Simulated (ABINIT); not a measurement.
Bi2Se3 (Paraguanajuatite):

```
CELL_PARAMETERS angstrom
2.07150 1.19598 9.54533
-2.07150 1.19598 9.54533
0.00000 -2.39196 9.54533
ATOMIC_POSITIONS crystal
Bi 0.59920 0.59920 0.59920
Bi 0.40080 0.40080 0.40080
Se 0.78830 0.78830 0.78830
Se 0.21170 0.21170 0.21170
Se 0.00000 0.00000 0.00000
```

Base run:

| Quantity | Value |
| --- | --- |
| Program | ABINIT 10.8.3 (patched build) |
| Functional | LDA |
| Potentials or basis | JTH PAW LDA v2.0 sp |
| Cutoff | 299 eV |
| k mesh | 6 × 6 × 6 |
| Occupations | fermi-dirac, width 0.05 eV |
| Spin | no spin polarisation |

Its results: band gap on the k mesh 0.12 eV, direct; pressure -1.5 GPa; largest force 0.271 eV/Å.

Q: The run is repeated on the same cell with these changes: functional from LDA to PBE; potentials or basis from JTH PAW LDA v2.0 sp to SG15 NC PBE v1.2; cutoff from 299 eV to 599 eV; valence electrons from 28 to 48. What comes out?

A: Band gap on the k mesh 0.21 eV, direct; pressure 2.6 GPa; largest force 0.208 eV/Å.

Caveats: spin-orbit coupling is left out, which as a rule narrows the gap of such compounds by several tenths of an eV; the cutoff is short for stress, so the pressure is rough (some runs); this set keeps more shells in the core, which shifts pressures and gaps (some runs).

A k mesh can miss the band edges.
